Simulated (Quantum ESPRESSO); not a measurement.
# Ge (Fd-3m) in Quantum ESPRESSO: settings compared, part 2 of 3

Quantum ESPRESSO 7.5.

**3. Phonons, LDA**

Contents of pw.in:

```
&CONTROL
  calculation = 'scf'
  prefix = 'pwscf'
  outdir = './tmp'
  pseudo_dir = './pseudo'
  tprnfor = .true.
  tstress = .true.
  disk_io = 'low'
/
&SYSTEM
  ibrav = 0
  nat = 2
  ntyp = 1
  ecutwfc = 45
  ecutrho = 360
  nbnd = 21
  occupations = 'smearing'
  smearing = 'gaussian'
  degauss = 0.01999163
/
&ELECTRONS
  conv_thr = 4d-10
  electron_maxstep = 120
  mixing_beta = 0.5
/
ATOMIC_SPECIES
Ge    72.6300 ge_lda_v1.4.uspp.F.UPF
CELL_PARAMETERS angstrom
   0.0000000000    2.8289100000    2.8289100000
   2.8289100000    0.0000000000    2.8289100000
   2.8289100000    2.8289100000    0.0000000000
ATOMIC_POSITIONS crystal
Ge     0.7500000000    0.7500000000    0.7500000000
Ge     0.5000000000    0.5000000000    0.5000000000
K_POINTS automatic
8 8 8 0 0 0
```

Contents of relax.in:

```
&CONTROL
  calculation = 'vc-relax'
  prefix = 'pwscf'
  outdir = './tmp'
  pseudo_dir = './pseudo'
  tprnfor = .true.
  tstress = .true.
  disk_io = 'low'
  nstep = 40
  forc_conv_thr = 0.0001
  etot_conv_thr = 1d-06
/
&SYSTEM
  ibrav = 0
  nat = 2
  ntyp = 1
  ecutwfc = 45
  ecutrho = 360
  nbnd = 21
  occupations = 'smearing'
  smearing = 'gaussian'
  degauss = 0.01999163
/
&ELECTRONS
  conv_thr = 4d-10
  electron_maxstep = 120
  mixing_beta = 0.5
/
&IONS
  ion_dynamics = 'bfgs'
/
&CELL
  cell_dynamics = 'bfgs'
  press = 0
  press_conv_thr = 0.2
/
ATOMIC_SPECIES
Ge    72.6300 ge_lda_v1.4.uspp.F.UPF
CELL_PARAMETERS angstrom
   0.0000000000    2.8289100000    2.8289100000
   2.8289100000    0.0000000000    2.8289100000
   2.8289100000    2.8289100000    0.0000000000
ATOMIC_POSITIONS crystal
Ge     0.7500000000    0.7500000000    0.7500000000
Ge     0.5000000000    0.5000000000    0.5000000000
K_POINTS automatic
8 8 8 0 0 0
```

Contents of scf2.in:

```
&CONTROL
  calculation = 'scf'
  prefix = 'pwscf'
  outdir = './tmp'
  pseudo_dir = './pseudo'
  tprnfor = .true.
  tstress = .true.
  disk_io = 'low'
/
&SYSTEM
  ibrav = 0
  nat = 2
  ntyp = 1
  ecutwfc = 45
  ecutrho = 360
  nbnd = 21
  occupations = 'smearing'
  smearing = 'gaussian'
  degauss = 0.01999163
/
&ELECTRONS
  conv_thr = 1d-13
  electron_maxstep = 120
  mixing_beta = 0.5
  startingpot = 'file'
  startingwfc = 'file'
/
ATOMIC_SPECIES
Ge    72.6300 ge_lda_v1.4.uspp.F.UPF
CELL_PARAMETERS angstrom
   0.0000000000    2.8091558342    2.8091558342
   2.8091558342    0.0000000000    2.8091558342
   2.8091558342    2.8091558342    0.0000000000
ATOMIC_POSITIONS crystal
Ge     0.7500000000    0.7500000000    0.7500000000
Ge     0.5000000000    0.5000000000    0.5000000000
K_POINTS automatic
8 8 8 0 0 0
```

Contents of ph.in:

```
phonons of Ge
&INPUTPH
  prefix = 'pwscf'
  outdir = './tmp'
  tr2_ph = 1d-16
  fildyn = 'dyn'
  niter_ph = 60
  alpha_mix(1) = 0.4
/
0.0000000000 0.0000000000 0.0000000000
```

Contents of dynmat.in:

```
&INPUT
  fildyn = 'dyn'
  asr = 'crystal'
  filout = 'dynmat.disp'
  fileig = 'dynmat.eig'
/
```

Potentials or basis: GBRV 1.5 LDA.

Launch:

```sh
$ OMP_NUM_THREADS=1 pw.x -in pw.in > pw.out
$ OMP_NUM_THREADS=1 pw.x -in relax.in > relax.out
$ OMP_NUM_THREADS=1 pw.x -in scf2.in > scf2.out
$ OMP_NUM_THREADS=1 ph.x -in ph.in > ph.out
$ OMP_NUM_THREADS=1 dynmat.x -in dynmat.in > dynmat.out
```

pw.out:

```text
This program is part of the open-source Quantum ESPRESSO suite
     for quantum simulation of materials; please cite
[... 9 lines left out ...]
     --------------------
     sticks:   dense  smooth     PW     G-vecs:    dense   smooth      PW
     Sum        1417     703    211                35149    12387    2109

     Using Slab Decomposition

     bravais-lattice index     =            0
     lattice parameter (alat)  =       7.5602  a.u.
     unit-cell volume          =     305.5512 (a.u.)^3
     number of atoms/cell      =            2
     number of atomic types    =            1
     number of electrons       =        28.00
     number of Kohn-Sham states=           21
     kinetic-energy cutoff     =      45.0000  Ry
     charge density cutoff     =     360.0000  Ry
     scf convergence threshold =      4.0E-10
     mixing beta               =       0.5000
     number of iterations used =            8  plain     mixing
     Exchange-correlation=  SLA  PZ   NOGX NOGC
                           (   1   1   0   0   0   0   0)

     celldm(1)=   7.560195  celldm(2)=   0.000000  celldm(3)=   0.000000
     celldm(4)=   0.000000  celldm(5)=   0.000000  celldm(6)=   0.000000

     crystal axes: (cart. coord. in units of alat)
               a(1) = (   0.000000   0.707107   0.707107 )
               a(2) = (   0.707107   0.000000   0.707107 )
               a(3) = (   0.707107   0.707107   0.000000 )

     reciprocal axes: (cart. coord. in units 2 pi/alat)
               b(1) = ( -0.707107  0.707107  0.707107 )
               b(2) = (  0.707107 -0.707107  0.707107 )
               b(3) = (  0.707107  0.707107 -0.707107 )

     PseudoPot. # 1 for Ge read from file:
     ge_lda_v1.4.uspp.F.UPF
     Pseudo is Ultrasoft + core correction, Zval = 14.0
     Generated by new atomic code, or converted to UPF format
     Using radial grid of  873 points,  6 beta functions with:
                l(1) =   0
                l(2) =   0
                l(3) =   1
                l(4) =   1
                l(5) =   2
                l(6) =   2
     Q(r) pseudized with  8 coefficients,  rinner =    1.400   1.400   1.400
                                                       1.400   1.400

     atomic species   valence    mass     pseudopotential
     Ge               14.00    72.63000     Ge( 1.00)

     48 Sym. Ops., with inversion, found (24 have fractional translation)

   Cartesian axes

     site n.     atom                  positions (alat units)
         1        Ge     tau(   1) = (   1.0606602   1.0606602   1.0606602  )
         2        Ge     tau(   2) = (   0.7071068   0.7071068   0.7071068  )

     number of k points=    29  Gaussian smearing, width (Ry)=  0.0200
                       cart. coord. in units 2pi/alat
        k(    1) = (   0.0000000   0.0000000   0.0000000), wk =   0.0039062
        k(    2) = (   0.0883883   0.0883883  -0.0883883), wk =   0.0312500
        k(    3) = (   0.1767767   0.1767767  -0.1767767), wk =   0.0312500
        k(    4) = (   0.2651650   0.2651650  -0.2651650), wk =   0.0312500
        k(    5) = (  -0.3535534  -0.3535534   0.3535534), wk =   0.0156250
        k(    6) = (   0.1767767   0.0000000   0.0000000), wk =   0.0234375
[... 21 lines left out ...]
        k(   28) = (  -0.7071068   0.1767767  -0.0000000), wk =   0.0468750
        k(   29) = (  -0.7071068   0.3535534   0.0000000), wk =   0.0234375

     Dense  grid:    35149 G-vectors     FFT dimensions: (  48,  48,  48)

     Smooth grid:    12387 G-vectors     FFT dimensions: (  36,  36,  36)

     Initial potential from superposition of free atoms

     starting charge      27.9986, renormalised to      28.0000
     Starting wfcs are   18 randomized atomic wfcs +    3 random wfcs

     Self-consistent Calculation

     iteration #  1     ecut=    45.00 Ry     beta= 0.50
     Davidson diagonalization with overlap
     ethr =  1.00E-02,  avg # of iterations =  4.5

     Threshold (ethr) on eigenvalues was too large:
     Diagonalizing with lowered threshold

     Davidson diagonalization with overlap
     ethr =  1.22E-04,  avg # of iterations =  2.3

     total energy              =    -426.17117499 Ry
     estimated scf accuracy    <       0.03468387 Ry
[... 36 lines left out ...]
     iteration #  7     ecut=    45.00 Ry     beta= 0.50
     Davidson diagonalization with overlap
     ethr =  1.34E-10,  avg # of iterations =  2.0

     End of self-consistent calculation

          k = 0.0000 0.0000 0.0000 (  1471 PWs)   bands (ev):

   -16.7435 -16.7435 -16.7435 -16.7066 -16.7066 -16.4959 -16.4959 -16.4959
   -16.4825 -16.4825  -4.6684   7.9592   8.1502   8.1502   8.1502  10.6778
    10.6778  10.6778  14.3485  17.6667  17.6667

          k = 0.0884 0.0884-0.0884 (  1534 PWs)   bands (ev):
[... 19 lines left out ...]
   -16.7681 -16.7681 -16.7259 -16.6648 -16.6648 -16.5304 -16.5304 -16.5169
   -16.4555 -16.4555  -2.5834   0.5045   6.7469   6.7469   8.1950  11.8677
    11.8677  15.1233  18.5344  19.0393  19.3183

          k = 0.1768 0.0000 0.0000 (  1531 PWs)   bands (ev):

   -16.7509 -16.7493 -16.7493 -16.6978 -16.6832 -16.5304 -16.4907 -16.4874
   -16.4874 -16.4677  -4.4141   5.6690   7.2753   7.2753   9.9991  10.2721
    11.8674  11.8674  15.4976  15.5979  17.9322

          k = 0.2652 0.0884-0.0884 (  1543 PWs)   bands (ev):
[... 25 lines left out ...]
   -16.7709 -16.7687 -16.7228 -16.6755 -16.6580 -16.5435 -16.5285 -16.5075
   -16.4596 -16.4507  -3.5119   2.5803   5.5793   7.2245   9.6823  11.8937
    12.0558  13.7477  15.7404  16.9041  18.4777

          k = 0.0000-0.1768 0.1768 (  1552 PWs)   bands (ev):

   -16.7629 -16.7559 -16.7372 -16.6881 -16.6766 -16.5284 -16.5186 -16.4870
   -16.4783 -16.4587  -4.1659   4.4466   6.3993   7.7685   9.7600  11.2452
    11.3633  12.8691  15.7021  16.4543  16.7220

          k = 0.3536 0.0000 0.0000 (  1587 PWs)   bands (ev):

   -16.7620 -16.7620 -16.7497 -16.6726 -16.6378 -16.5832 -16.5141 -16.4701
   -16.4677 -16.4677  -3.6595   3.3595   6.1137   6.1137   9.0888  10.7929
    13.9382  13.9382  15.1446  18.1166  18.7304

          k = 0.4419 0.0884-0.0884 (  1563 PWs)   bands (ev):
[... 13 lines left out ...]
   -16.7925 -16.7775 -16.6931 -16.6360 -16.6266 -16.5783 -16.5669 -16.5336
   -16.4430 -16.4301  -2.0117   0.4996   3.9828   6.0701   9.6833  13.0891
    13.7787  14.8421  15.7651  17.1470  19.8673

          k = 0.0000-0.3536 0.3536 (  1554 PWs)   bands (ev):

   -16.7844 -16.7769 -16.6997 -16.6625 -16.6351 -16.5631 -16.5442 -16.5306
   -16.4439 -16.4406  -2.7864   1.5631   4.2685   6.6464  10.0238  12.9068
    13.1785  13.3510  15.8070  17.4923  19.9467

          k = 0.5303-0.0000 0.0000 (  1572 PWs)   bands (ev):

   -16.7733 -16.7733 -16.7297 -16.6401 -16.6353 -16.5855 -16.5496 -16.4939
   -16.4491 -16.4491  -2.4330   1.1769   5.3425   5.3425   8.6430   9.6321
    16.1227  16.1227  17.2637  20.0664  20.3534

          k =-0.0884-0.6187 0.6187 (  1573 PWs)   bands (ev):

   -16.7844 -16.7769 -16.7036 -16.6560 -16.6148 -16.5708 -16.5687 -16.5214
   -16.4432 -16.4364  -1.6055   0.1347   4.5791   5.2548   8.9636  10.0176
    15.9428  16.3889  18.5974  19.9438  20.0108

          k = 0.0000-0.5303 0.5303 (  1568 PWs)   bands (ev):

   -16.7947 -16.7787 -16.6893 -16.6304 -16.6038 -16.5906 -16.5850 -16.5358
   -16.4410 -16.4266  -1.2608  -0.2008   3.8011   5.5178   9.2217  12.1578
    15.2446  15.4711  16.2306  17.9520  21.5442

          k =-0.7071 0.0000 0.0000 (  1588 PWs)   bands (ev):

   -16.7777 -16.7777 -16.6916 -16.6916 -16.5921 -16.5921 -16.5348 -16.5348
   -16.4416 -16.4416  -0.7908  -0.7908   5.0772   5.0772   8.8133   8.8133
    17.5491  17.5491  19.5718  19.5718  20.9395

          k = 0.3536 0.1768 0.0000 (  1552 PWs)   bands (ev):

   -16.7722 -16.7698 -16.7268 -16.6706 -16.6421 -16.5727 -16.5205 -16.5014
   -16.4584 -16.4503  -3.4342   2.7161   5.2829   6.5299  10.4531  10.8519
    12.7449  13.6384  16.1375  18.1179  18.4779

          k =-0.2652-0.4419 0.6187 (  1560 PWs)   bands (ev):
[... 19 lines left out ...]
   -16.7928 -16.7833 -16.6819 -16.6266 -16.6180 -16.5930 -16.5733 -16.5413
   -16.4374 -16.4286  -1.4884   0.0633   3.9971   5.0591  10.3683  12.2930
    13.1788  15.1482  16.9872  19.7387  20.2227

          k = 0.0000-0.3536 0.5303 (  1554 PWs)   bands (ev):

   -16.7932 -16.7827 -16.6826 -16.6325 -16.6060 -16.6030 -16.5692 -16.5408
   -16.4380 -16.4288  -1.8137   0.4234   3.8452   5.4201  10.7382  12.6064
    13.0469  14.8397  16.3069  17.7957  21.3517

          k =-0.7071 0.1768-0.0000 (  1568 PWs)   bands (ev):

   -16.7853 -16.7853 -16.6725 -16.6725 -16.5938 -16.5938 -16.5512 -16.5512
   -16.4349 -16.4349  -0.7436  -0.7436   4.6022   4.6022  10.0119  10.0119
    15.6643  15.6643  19.1032  19.1032  20.9920

          k =-0.7071 0.3536 0.0000 (  1564 PWs)   bands (ev):

   -16.7914 -16.7914 -16.6491 -16.6491 -16.5999 -16.5999 -16.5679 -16.5679
   -16.4294 -16.4294  -0.6939  -0.6939   4.2338   4.2338  12.3881  12.3881
    12.7983  12.7983  19.0737  19.0737  21.0682

     the Fermi energy is     8.1106 ev

!    total energy              =    -426.17036228 Ry
     estimated scf accuracy    <          2.9E-10 Ry
     smearing contrib. (-TS)   =      -0.00042288 Ry
     internal energy E=F+TS    =    -426.16993940 Ry

     The total energy is F=E-TS. E is the sum of the following terms:
     one-electron contribution =    -279.12945711 Ry
     hartree contribution      =     165.00108056 Ry
     xc contribution           =    -114.54080466 Ry
     ewald contribution        =    -197.50075820 Ry

     convergence has been achieved in   7 iterations

     Forces acting on atoms (cartesian axes, Ry/au):

     atom    1 type  1   force =     0.00000000   -0.00000000    0.00000000
     atom    2 type  1   force =     0.00000000    0.00000000   -0.00000000

     Total force =     0.000000     Total SCF correction =     0.000000

     Computing stress (Cartesian axis) and pressure

          total   stress  (Ry/bohr**3)                   (kbar)     P=      -14.36
  -0.00009764   0.00000000   0.00000000          -14.36        0.00        0.00
   0.00000000  -0.00009764   0.00000000            0.00      -14.36        0.00
   0.00000000   0.00000000  -0.00009764            0.00        0.00      -14.36

=------------------------------------------------------------------------------=
   JOB DONE.
=------------------------------------------------------------------------------=
```

It took 2.7 min on 1 thread of AMD EPYC 9R14 (Zen 4), shared host; peak memory 0.17 GiB.

Results:

| Item | Value |
| --- | --- |
| Free energy | -5798.3464 eV |
| Relaxed volume | 22.17 Å³/atom |
| Relaxed cell | a = 3.973 Å, b = 3.973 Å, c = 3.973 Å, α = 60.00°, β = 60.00°, γ = 60.00° |
| Space group after relaxing (to 0.05 Å) | Fd-3m (No. 227) |
| Pressure after relaxing | 0.0 GPa |
| Band gap on the k mesh | none (metal or under the smearing width) |
| Highest phonon frequency at Γ | 286 cm⁻¹ |

Step by step:
```tsv
step	energy change (eV)	largest force (eV/Å)	pressure (GPa)	volume (Å³)
1	0.0000	0.0000	-1.44	45.28
2	-0.0024	0.0000	-0.92	44.95
3	-0.0041	0.0000	-0.19	44.45
4	-0.0042	0.0000	0.01	44.33
5	-0.0042	0.0000	0.00	44.34
```

Final structure:
```
Ge
1.0
     0.00000    2.80916    2.80916
     2.80916    0.00000    2.80916
     2.80916    2.80916    0.00000
Ge
2
Cartesian
  4.2137 4.2137 4.2137
  2.8092 2.8092 2.8092
```

Phonon frequencies in cm⁻¹ (negative: imaginary):
```tsv
q point	frequencies
(0.000, 0.000, 0.000)	3 3 3 286 286 286
```

Optical modes at Γ, degenerate ones joined:
| cm⁻¹ | components | symmetry | active in |
| --- | --- | --- | --- |
| 286 | 3 | T2g | Raman |

Caveat: this crystal is a semiconductor, whose small gap the functional closes, so the metal is an error of the method.

[end of part 2 of 3]
